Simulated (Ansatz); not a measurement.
A run of Ansatz 0.2.0 is set up as follows.

File input.yaml:

```yaml
crystal:
  lattice:
    - [3.249308, 0.0, 0.0]
    - [-1.624654, 2.8139832727, 0.0]
    - [0.0, 0.0, 5.205709]
  atoms:
    - { symbol: Zn, position: [0.6666666667, 0.3333333333, 0.0] }
    - { symbol: Zn, position: [0.3333333333, 0.6666666667, 0.5] }
    - { symbol: O, position: [0.3333333333, 0.6666666667, 0.87901] }
    - { symbol: O, position: [0.6666666667, 0.3333333333, 0.37901] }
hamiltonian:
  xc: pbe
  pseudopotentials: { kind: paw }
kpoints:
  mp_grid: { grid: [8, 8, 5] }
scf:
  occupations: { method: fixed }
output:
  forces: true
  stress: true
elastic:
  mode: clamped_ion
  stencil: two_point
```

Potentials or basis: Ansatz PAW.

The run is started by

```console
$ ansatz run input.yaml --threads 2 --pin off --max-ram 5120MiB --backend cpu --events-out ev --progress --plain --runs-dir out
```

What does it give for the Voigt bulk modulus?

150 GPa.

What does it give for the largest force?

0.070 eV/Å.

What does it give for the band gap on the k mesh?

0.80 eV, direct.

Forces on the atoms (eV/Å):
```
Zn   0.000  0.000 -0.070
Zn   0.000  0.000 -0.070
O    0.000  0.000  0.070
O    0.000  0.000  0.070
```

Caveat: the cell is more than 3 GPa from zero pressure, which shifts response properties; odd divisions of the mesh miss points on the zone boundary, where band edges often lie, so the gap on the mesh can be too wide; the pressure holds a Pulay correction of +0.7 GPa for the finite cutoff.

**Experimental background.**

“Electronic structure of alkaline earth and post-transition metal oxides”, 2009, arxiv:0908.1581 quotes, for a bulk crystal of ZnO: band gap 3.37 eV.

A measured gap of ZnO is 3.37 eV (quoted in “Electronic structure of alkaline earth and post-transition metal oxides”, 2009, arxiv:0908.1581); the calculated 0.80 eV misses it by -2.57 eV. So large a miss can be the level of theory's own, or it may mean another phase, state or a wrong row. The value is that of PBE, without temperature or zero-point motion. Semilocal functionals fall short of measured gaps as a rule.
